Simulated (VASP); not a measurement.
**InAs: band structure with PBE**

**What was measured.**

A printed reference work, data compilation reports, for a bulk crystal of InAs at 4.2 K: band gap 0.418 eV (direct).

Crystal: InAs.

```
CELL_PARAMETERS angstrom
0.00000 3.01800 3.01800
3.01800 0.00000 3.01800
3.01800 3.01800 0.00000
ATOMIC_POSITIONS crystal
In 0.00000 0.00000 0.00000
As 0.75000 0.75000 0.75000
```

```json
{
 "Program": "VASP 6.6.1",
 "Task": "band structure",
 "Functional": "PBE",
 "Potentials or basis": "VASP PAW PBE potentials, release 64 (In_d, As)",
 "Cutoff": "520 eV",
 "k mesh": "6 × 6 × 6",
 "Occupations": "fermi-dirac, width 0.05 eV",
 "Spin": "no spin polarisation",
 "Further INCAR settings": "ALGO = Fast; EDIFF = 1e-07; NBANDS = 16"
}
```

* Pressure: 4.4 GPa
* Band gap along the path: none (metal or under the smearing width)

Levels at the corners of the path, in eV from the Fermi level:
| point | band 7 | band 8 | band 9 | band 10 | band 11 | band 12 |
| --- | --- | --- | --- | --- | --- | --- |
| Γ | -0.21 | -0.04 | -0.04 | -0.04 | 3.87 | 3.87 |
| X | -5.90 | -2.38 | -2.38 | 1.50 | 2.02 | 9.18 |
| X | -5.90 | -2.38 | -2.38 | 1.50 | 2.02 | 9.18 |
| W | -5.76 | -3.01 | -2.93 | 4.20 | 4.25 | 4.97 |
| W | -5.76 | -3.01 | -2.93 | 4.20 | 4.25 | 4.97 |
| K | -5.76 | -3.34 | -2.00 | 2.07 | 4.25 | 7.29 |
| K | -5.76 | -3.34 | -2.00 | 2.07 | 4.25 | 7.29 |
| Γ | -0.21 | -0.04 | -0.04 | -0.04 | 3.87 | 3.87 |
| Γ | -0.21 | -0.04 | -0.04 | -0.04 | 3.87 | 3.87 |
| L | -5.83 | -1.03 | -1.03 | 0.93 | 4.64 | 4.64 |
| L | -5.83 | -1.03 | -1.03 | 0.93 | 4.64 | 4.64 |
| U | -5.76 | -3.34 | -2.00 | 2.07 | 4.25 | 7.29 |
| U | -5.76 | -3.34 | -2.00 | 2.07 | 4.25 | 7.29 |
| W | -5.76 | -3.01 | -2.93 | 4.20 | 4.25 | 4.97 |
| W | -5.76 | -3.01 | -2.93 | 4.20 | 4.25 | 4.97 |
| L | -5.83 | -1.03 | -1.03 | 0.93 | 4.64 | 4.64 |
| L | -5.83 | -1.03 | -1.03 | 0.93 | 4.64 | 4.64 |
| K | -5.76 | -3.34 | -2.00 | 2.07 | 4.25 | 7.29 |
| U | -5.76 | -3.34 | -2.00 | 2.07 | 4.25 | 7.29 |
| X | -5.90 | -2.38 | -2.38 | 1.50 | 2.02 | 9.18 |

Run time: 65 s on 1 thread of Intel(R) Xeon(R) Platinum 8375C CPU @ 2.90GHz (Ice Lake) (shared host), peak memory 0.18 GiB.

Against the measured gap of InAs, 0.418 eV (direct; 4.2 K; a printed reference work, data compilation), the calculated 0.00 eV is off by -0.42 eV. Spin-orbit coupling on As, In is left out. The value is that of PBE, without temperature or zero-point motion. Semilocal functionals fall short of measured gaps as a rule.

Caveat: spin-orbit coupling is left out, which moves the levels of the heavy elements.
